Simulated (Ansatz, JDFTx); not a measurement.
This is a calculation of Tc for Ansatz 0.2.0. 

The input input.yaml:

```yaml
crystal:
  lattice:
    - [2.74, 0.0, 0.0]
    - [-1.37, 2.3729096064, 0.0]
    - [0.0, 0.0, 4.398]
  atoms:
    - { symbol: Tc, position: [0.6666666667, 0.3333333333, 0.75] }
    - { symbol: Tc, position: [0.3333333333, 0.6666666667, 0.25] }
hamiltonian:
  xc: pbe
  pseudopotentials: { kind: paw }
kpoints:
  mp_grid: { grid: [11, 11, 6] }
scf:
  occupations: { method: fermi_dirac, width: 0.05 }
output:
  forces: true
  stress: true
  eigenvalues: true
  write_density: true
  write_potential: true
  elf: true
  volumetric_format: npy
```

Potentials or basis: Ansatz PAW earlier set.

The run is started by

```sh
$ ansatz run input.yaml --threads 1 --pin off --max-ram 3584MiB --backend cpu --events-out ev --progress --plain --runs-dir out
```

Task: What does the same run look like in JDFTx 1.7.0 (patched build)? Potentials or basis there: PseudoDojo-SR-PBE-0.5-standard, cutoff 1143 eV.

Result: As run (cutoffs and basis follow the program's own potentials, and thresholds, step limits or extra output files can differ):

Contents of Tc.in:

```
lattice \
    5.1778495815    -2.5889247907     0.0000000000 \
    0.0000000000     4.4841492746     0.0000000000 \
    0.0000000000     0.0000000000     8.3110154961
coords-type Lattice
ion Tc     0.6666666667     0.3333333333     0.7500000000 1
ion Tc     0.3333333333     0.6666666667     0.2500000000 1

ion-species pseudo/Tc.upf
elec-cutoff 42 336
elec-ex-corr gga-PBE
kpoint-folding 11 11 6
elec-smearing Fermi 0.0018374661
elec-n-bands 22
electronic-SCF nIterations 100 energyDiffThreshold 1e-09
electronic-minimize nIterations 30 energyDiffThreshold 1e-7
converge-empty-states yes
forces-output-coords Cartesian

dump-name run.$VAR
dump End Ecomponents EigStats BandEigs Kpoints Forces Stress
```

Potentials or basis: PseudoDojo-SR-PBE-0.5-standard.

The run is started by

```bash
$ jdftx -c 1 -i Tc.in -o Tc.out
```

Both were run:

|  | Ansatz | JDFTx |
| --- | --- | --- |
| Pressure | 2.9 GPa | 3.3 GPa |

Ansatz's pressure holds a Pulay term of +0.00 GPa for its cutoff of 500 eV, which the other run lacks.

Where Ansatz's input types no cutoff or centring, it takes its own default and a Γ-centred mesh.

Pressure is positive in compression.
